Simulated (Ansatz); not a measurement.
# Ta2C: how the axes shrink under pressure

Ta2C, P-3m1, a = 3.110 Å, c = 4.942 Å. The structure is a COD entry; whether it is the stable form wasn't checked. Ansatz: r2SCAN, PAW, 500 eV, Γ-centred 18×18×8 mesh on 3 atoms, Gaussian smearing 0.10 eV; no spin polarisation. Cell and atoms are relaxed at each pressure, and no other structure is tried, so the rows at high pressure may lie past a change of phase. y = 100 ln(c/c0) with c0 = 4.9423 Å, so nearly a change in per cent. The pressures are the targets, met within 0.04 GPa.

| P (GPa) | y | 100 ln(a/a0) |
| --- | --- | --- |
| -2.0 | 0.24 | 0.25 |
| 0.0 | 0.00 | 0.00 |
| 2.0 | -0.24 | -0.24 |
| 5.0 | -0.58 | -0.60 |
| 10.0 | -1.11 | -1.16 |
| 20.0 | ? | ? |
| 40.0 | -3.64 | -3.96 |

Problem. Fit y = c1 P + c2 P² to the other rows, give the linear compressibility along c, and predict the missing y.

Solution. Least squares on the rows shown. y = −0.1183 P + 0.0006832 P². The linear compressibility along c is −c1/100 = 1.18 per TPa, against 1.22 along a from the same fit to the last column (its missing entry is -2.19): the crystal is about as stiff along both at low pressure. At P = 20.0 the fit asked for gives -2.09. The run gave -2.05, so the fit is 0.04 too low, 1 % of the span of the series, against an rms of 0.004 on the fitted rows. With a term in P³ added, a fit to the same known rows predicts -2.06, so most of the miss is curvature that the known rows already hold.

Spin–orbit coupling is left out, which can shift energies with elements as heavy as these.